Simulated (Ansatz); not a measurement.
Set up this calculation in Ansatz 0.2.0, as the native input.

- Task: single point
- Functional: PBE
- Potentials or basis: all-electron LAPW, scalar-relativistic
- Cutoff: 244 eV (chosen from the basis error)
- Basis error allowed: 0.001 eV/atom
- k mesh: 11 × 11 × 11
- Occupations: fermi-dirac, width 0.05 eV
- Spin: no spin polarisation

The system is Ag.

```
Ag
1.0
    -1.65565    1.65565    1.65565
     1.65565   -1.65565    1.65565
     1.65565    1.65565   -1.65565
Ag
1
Direct
  0.00000 0.00000 0.00000
```

This isn't the form of Ag at room conditions, which is fcc.

One way to write it, as run:

input.yaml

```yaml
crystal:
  lattice:
    - [-1.655654, 1.655654, 1.655654]
    - [1.655654, -1.655654, 1.655654]
    - [1.655654, 1.655654, -1.655654]
  atoms:
    - { symbol: Ag, position: [0.0, 0.0, 0.0] }
kpoints:
  mp_grid: { grid: [11, 11, 11] }
scf:
  occupations: { method: fermi_dirac, width: 0.05 }
hamiltonian:
  xc: pbe
  pseudopotentials: { kind: all_electron, lapw: { basis_error: 0.001 } }
output:
  forces: true
  stress: true
  eigenvalues: true
  populations: true
```

Potentials or basis: all-electron LAPW, scalar-relativistic.

The run is started by

```sh
$ ansatz run input.yaml --threads 1 --pin off --max-ram 3072MiB --backend cpu --events-out ev --progress --plain --runs-dir out
```

It gave:

```yaml
Pressure: -0.8 GPa
Band_gap_on_the_k_mesh: none (metal or under the smearing width)
```

It took 5.8 s on 1 thread of Intel(R) Xeon(R) Platinum 8259CL CPU @ 2.50GHz (Skylake/Cascade Lake), on a shared host, peak memory 0.28 GiB.
